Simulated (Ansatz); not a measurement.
# ZnS: the cost of one run

Method: DFT PBE, scalar-relativistic, plane waves, PAW, in Ansatz 0.2.0.

## Step 1: The system as given

The structure is cubic, space group I-43m (No. 217). Conventional cell: a = 6.954 Å, b = 6.954 Å, c = 6.954 Å, α = 90.00°, β = 90.00°, γ = 90.00°. Zn (site symmetry 3m) has 4 S at 2.20 to 2.21 Å as nearest neighbours. S (site symmetry 3m) has 4 Zn at 2.20 to 2.21 Å as nearest neighbours.

Structure file:

```xyz
8
Lattice="-3.4772 3.4772 3.4772 3.4772 -3.4772 3.4772 3.4772 3.4772 -3.4772" Properties=species:S:1:pos:R:3 pbc="T T T"
Zn    1.1030    1.1030    1.1030
Zn    2.3742    2.3742   -2.3742
Zn    2.3742   -2.3742    2.3742
Zn   -2.3742    2.3742    2.3742
S     2.3742    2.3742    2.3742
S     1.1030    1.1030   -1.1030
S     1.1030   -1.1030    1.1030
S    -1.1030    1.1030    1.1030
```

Recipe of the guess: 4-connected net, two elements alternating (I-43m, No. 217). The dimensions are guesses.

## Step 2: Probe: one point on a coarse mesh

The input, input.yaml:

```yaml
crystal:
  lattice:
    - [-3.47716682, 3.47716682, 3.47716682]
    - [3.47716682, -3.47716682, 3.47716682]
    - [3.47716682, 3.47716682, -3.47716682]
  atoms:
    - { symbol: Zn, position: [0.31719804, 0.31719804, 0.31719804] }
    - { symbol: Zn, position: [0.0, 0.0, 0.68280196] }
    - { symbol: Zn, position: [0.0, 0.68280196, 0.0] }
    - { symbol: Zn, position: [0.68280196, 0.0, 0.0] }
    - { symbol: S, position: [0.68280196, 0.68280196, 0.68280196] }
    - { symbol: S, position: [0.0, 0.0, 0.31719804] }
    - { symbol: S, position: [0.0, 0.31719804, 0.0] }
    - { symbol: S, position: [0.31719804, 0.0, 0.0] }
basis:
  ecutwfc: 420
kpoints:
  mp_grid: { grid: [4, 4, 4] }
hamiltonian:
  xc: pbe
scf:
  occupations: { method: gaussian, width: 0.1 }
  lower_state_search: "off"
output:
  forces: true
  stress: true
  eigenvalues: true
```

The run is started by

```console
ansatz run input.yaml --threads 1 --pin off --max-ram 2560MiB --backend cpu --events-out ev --progress --plain --runs-dir out
```

Q: Estimate wall time and peak memory on 1 thread of Arm Neoverse V2, shared host.

About 4.3 s, with a peak of 0.36 GiB.
